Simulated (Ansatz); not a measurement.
## Random displacements in SiNi$_{2}$

Computed with DFT PBEsol, scalar-relativistic, plane waves, PAW in Ansatz. The runs took a 420 eV cutoff, a Γ-centred 12×12×10 mesh and Gaussian smearing (0.15 eV). No spin polarisation. A magnetic state may lie lower. Energies are free energies at this smearing, counted from the undisturbed cell; pressure is positive in compression.

Zero of the scan (relaxed at this level; it needn't be the usual structure):

```xyz
6
Lattice="3.8685 0.0000 0.0000 -1.9342 3.3502 0.0000 0.0000 0.0000 4.9170" Properties=species:S:1:pos:R:3 pbc="T T T"
Si    0.0000    2.2335    3.6877
Si    1.9342    1.1167    1.2292
Ni    0.0000    0.0000    0.0000
Ni    0.0000    0.0000    2.4585
Ni    0.0000    2.2335    1.2292
Ni    1.9342    1.1167    3.6877
```

The atoms are displaced (Å, in the unstrained cell):

| atom | ux | uy | uz |
| --- | --- | --- | --- |
| Si1 | 0.175 | 0.143 | 0.148 |
| Si2 | -0.029 | 0.147 | 0.247 |
| Ni3 | -0.011 | -0.044 | 0.201 |
| Ni4 | -0.325 | -0.054 | -0.231 |
| Ni5 | 0.284 | 0.159 | -0.041 |
| Ni6 | -0.095 | -0.351 | -0.323 |

Strain (Voigt, engineering shear): (0.0008, -0.0088, 0.0025, 0.0749, -0.0125, -0.0730).

Task: What are the energy change, the stress and the forces?

Result: ΔE = 1103.6 meV/atom; stress (xx, yy, zz, yz, xz, xy; compression positive) (41.66, 55.39, 62.72, -5.43, 4.17, 4.57) GPa.
| atom | Fx (eV/Å) | Fy | Fz |
| --- | --- | --- | --- |
| Si1 | 0.53 | -9.67 | 2.04 |
| Si2 | 1.90 | -0.81 | -5.22 |
| Ni3 | 4.23 | 2.30 | -6.29 |
| Ni4 | 6.89 | 4.18 | 8.42 |
| Ni5 | -11.25 | -4.59 | -3.01 |
| Ni6 | -2.31 | 8.61 | 4.06 |

Cost: 1 run of about 5.4 core-minutes, on Intel Xeon Processor @ 2.50GHz (Skylake/Cascade Lake) (shared hosts).